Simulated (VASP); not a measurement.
Input of a VASP 6.6.1 run:

Contents of INCAR:

```
PREC = Accurate
ENCUT = 520
EDIFF = 1E-7
ISMEAR = 0
SIGMA = 0.03
LREAL = F
LASPH = T
NELM = 80
ALGO = Normal
ISIF = 2
LWAVE = F
LCHARG = F
MAGMOM = 0 0 0 0 0 0 0 0 0 0 0 0
LORBIT = 11
LSORBIT = T
GGA_COMPAT = F
GGA = PS
NBANDS = 52
```

KPOINTS

```
regular mesh
0
Gamma
  6 6 3
```

Contents of POSCAR:

```
CdS                                     
1.0
    4.1314642933      0.0000000000      0.0000000000
   -2.0657321467      3.5779530371      0.0000000000
   -0.0000000000      0.0000000000      6.7246185049
  Cd              S             
     2     2
Direct
     0.3333333300000021    0.6666666699999979    0.9993193368878834
     0.6666666699999979    0.3333333300000021    0.4993193368878836
     0.3333333300000021    0.6666666699999979    0.3756806631121164
     0.6666666699999979    0.3333333300000021    0.8756806631121166
```

The input KPOINTS_OPT:

```
explicit points
141
Reciprocal
 0.0000000000  0.0000000000  0.0000000000 1
 0.0357142857  0.0000000000  0.0000000000 1
 0.0714285714  0.0000000000  0.0000000000 1
 0.1071428571  0.0000000000  0.0000000000 1
 0.1428571429  0.0000000000  0.0000000000 1
 0.1785714286  0.0000000000  0.0000000000 1
[... 133 lines left out ...]
 0.5000000000  0.0000000000  0.5000000000 1
 0.5000000000  0.0000000000  0.0000000000 1
```

Potentials or basis: VASP PAW PBE potentials, release 64 (Cd, S).

The run is started by

```bash
$ cat potpaw_PBE.64/Cd/POTCAR potpaw_PBE.64/S/POTCAR > POTCAR
$ mpirun -np 1 vasp_ncl > vasp.out
```

Q: What does it give for the pressure?

A: 0.0 GPa.

Forces in eV/Å, atoms in the order of the input:
```
Cd   0.000  0.000 -0.002
Cd   0.000  0.000 -0.002
S    0.000  0.000  0.002
S    0.000  0.000  0.002
```

Caveat: the PAW data sets were made with another functional, which shifts forces and pressure a little.
